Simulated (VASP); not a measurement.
# C₃NH, molecular dynamics at constant energy: which settings are enough?

C₃NH, molecule in box, 5 atoms in the cell. PBE, molecular dynamics; PAW potentials C, N, H (PBE set). VASP 6.6.1.

Wanted: spread of the conserved energy within 1 meV/atom.

Ensemble: NVE; Starting temperature (K): 300; Hydrogen mass (amu): natural.

POSCAR:
```
HC3N
1.0
   10.0000000000      0.0000000000      0.0000000000
    0.0000000000     14.0000000000      0.0000000000
    0.0000000000      0.0000000000     10.0000000000
C N H
3 1 1
Direct
    0.4859950000      0.5951035700      0.5196450000
    0.4997450000      0.5105250000      0.5049750000
    0.5155250000      0.4141321400      0.4882650000
    0.5288850000      0.3328607100      0.4742050000
    0.4737150000      0.6701392900      0.5325950000
```

## Time step (fs)

| Time step (fs) | Spread of the conserved energy (meV/atom) | Time (s) |
|---|---|---|
| 3 | no result | 44 |
| 2 | 8.9 | 46 |
| 1.5 | 4.4 | 51 |
| 1 | 1.6 | 59 |
| 0.75 | 0.9 | 68 |
| 0.5 | 0.4 | 106 |
| 0.25 (reference) | 0.1 | 157 |

Chosen: 0.75, the loosest value from which every tighter one stays within the tolerance.

## All choices together

| Input | Spread of the conserved energy (meV/atom) | Time (s) |
|---|---|---|
| chosen settings | 0.9 | 68 |
| reference settings throughout | 0.1 | 157 |

The tolerance is met.

## The input

INCAR:
```
ALGO = Normal ; ANDERSEN_PROB = 0.0
EDIFF = 1E-6 ; ENCUT = 400
GGA = PE ; IBRION = 0
ISIF = 0 ; ISMEAR = 0
ISYM = 0 ; LASPH = T
LCHARG = F ; LREAL = Auto
LWAVE = F ; MDALGO = 1
NCORE = 4 ; NELM = 60
NELMIN = 4 ; NSW = 53
POTIM = 0.75 ; PREC = Normal
RANDOM_SEED = 710484 0 0 ; SIGMA = 0.05
TEBEG = 300
```

KPOINTS:
```
k-points
0
Gamma
  1 1 1
```

Commands:
```
cat potpaw_PBE.64/C/POTCAR potpaw_PBE.64/N/POTCAR potpaw_PBE.64/H/POTCAR > POTCAR
mpirun -np 4 vasp_gam > vasp.out
```

Limits: 40 fs of 5 atoms are too short for converged averages; so short a run can't show a slow drift of the energy.

The chosen input took VASP 6.6.1 68 s on 4 cores (AMD EPYC 9R45 (Zen 5)), a shared host.

## An input that fails: time step far too long

It gives no converged result.

Changes against the starting input:
```
- NSW = 80
- POTIM = 0.5
+ NSW = 20
+ POTIM = 5
```
